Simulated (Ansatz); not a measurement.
A strain series on SiC (P6_3mc): epitaxial in the xy plane

SiC (P6_3mc) from a database structure, relaxed with r2SCAN in the plane-wave code Ansatz, then strained (epitaxial in the xy plane; changes of length per length, axes as in the cell below) with the atoms relaxed again within the symmetry that is left. It is hexagonal, P6_3mc (No. 186); a = 3.075 Å, c = 5.048 Å in the conventional setting, 10.34 Å³ an atom. Si is surrounded by 4 C at 1.88–1.90 Å; C is surrounded by 4 Si at 1.88–1.90 Å. The values are computed, spin-unpolarised, and not measurements.

```yaml
crystal:
  lattice:
    - [3.07536, 0.00000, 0.00000]
    - [-1.53768, 2.66334, 0.00000]
    - [0.00000, 0.00000, 5.04811]
  atoms:
    - { symbol: Si, position: [0.33333, 0.66667, 0.49959] }
    - { symbol: Si, position: [0.66667, 0.33333, 0.99959] }
    - { symbol: C, position: [0.33333, 0.66667, 0.87541] }
    - { symbol: C, position: [0.66667, 0.33333, 0.37541] }
```

Gaps are the least over each mesh (PBE 12×12×6, r2SCAN 12×12×6, HSE06 6×6×4 when unstrained) and the special points, which keep their unstrained names; stress is the change from the unstrained cell, compression positive.

| strain (%) | free normal strain (%) | gap, PBE (eV) | gap, r2SCAN (eV) | gap, HSE06 (eV) | edges, HSE06 | in-plane stress, r2SCAN (GPa) | energy rise, r2SCAN (meV/atom) |
| --- | --- | --- | --- | --- | --- | --- | --- |
| -2.45 | +0.45 | 1.951 | 2.333 | 2.843 | Γ → K | +17.13 | 25.8 |
| -1.42 | +0.26 | 2.096 | 2.476 | 2.985 | Γ → K | +9.51 | 8.5 |
| 0.0 | 0.00 | 2.277 | 2.653 | 3.160 | Γ → K | 0.00 | 0.0 |
| +2.69 | -0.42 | 2.408 | 2.797 | 3.323 | Γ → K | -15.14 | 27.7 |

Between zero and the nearest strains the slope of the HSE06 gap against strain is +0.124 eV per percent for negative and +0.060 for positive strain. With PBE the edges change from Γ → K (indirect) to Γ → M (indirect) between 0.0 and +2.69 %.

The meshes of the hybrids are coarse, so their gaps aren't converged to the digits shown.
